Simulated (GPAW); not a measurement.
Al2Pt:

```
Pt Al
1.0
     0.00000    2.95500    2.95500
     2.95500    0.00000    2.95500
     2.95500    2.95500    0.00000
Pt Al
1 2
Direct
  0.00000 0.00000 0.00000
  0.75000 0.75000 0.75000
  0.25000 0.25000 0.25000
```

- Program: GPAW 26.7.0
- Task: relaxation of cell and atoms
- Functional: PBEsol
- Dispersion: D3
- Potentials or basis: PAW data sets generated in the run's folder for this functional
- Cutoff: 600 eV
- Basis: pw
- k mesh: 8 × 8 × 8
- Occupations: fermi-dirac, width 0.05 eV
- Spin: no spin polarisation

At the start: pressure -4.0 GPa; volume 17.20 Å³/atom.

How do energy, volume and symmetry change on relaxing?

Over 3 steps the energy falls by 6.6 meV/atom and the volume is 16.68 Å³/atom (-3.0 %); space group Fm-3m (No. 225, to 0.05 Å).

Step by step:
```
step  energy change (eV)  largest force (eV/Å)  pressure (GPa)  volume (Å³)
   1              0.0000                0.0000           -4.04        51.61
   2             -0.0073                0.0000           -3.25        51.29
   3             -0.0197                0.0000            0.13        50.05
```

Final structure:
```cif
data_structure
_symmetry_space_group_name_H-M 'P 1'
_symmetry_Int_Tables_number 1
_cell_length_a 4.1364
_cell_length_b 4.1364
_cell_length_c 4.1364
_cell_angle_alpha 60.000
_cell_angle_beta 60.000
_cell_angle_gamma 60.000
_cell_volume 50.05
loop_
_atom_site_label
_atom_site_type_symbol
_atom_site_fract_x
_atom_site_fract_y
_atom_site_fract_z
_atom_site_occupancy
Pt1 Pt 0.00000 0.00000 0.00000 1
Al1 Al 0.75000 0.75000 0.75000 1
Al2 Al 0.25000 0.25000 0.25000 1
```

Caveat: later steps reuse the first step's grids; pairwise dispersion overbinds metals, which lowers pressure and volume.
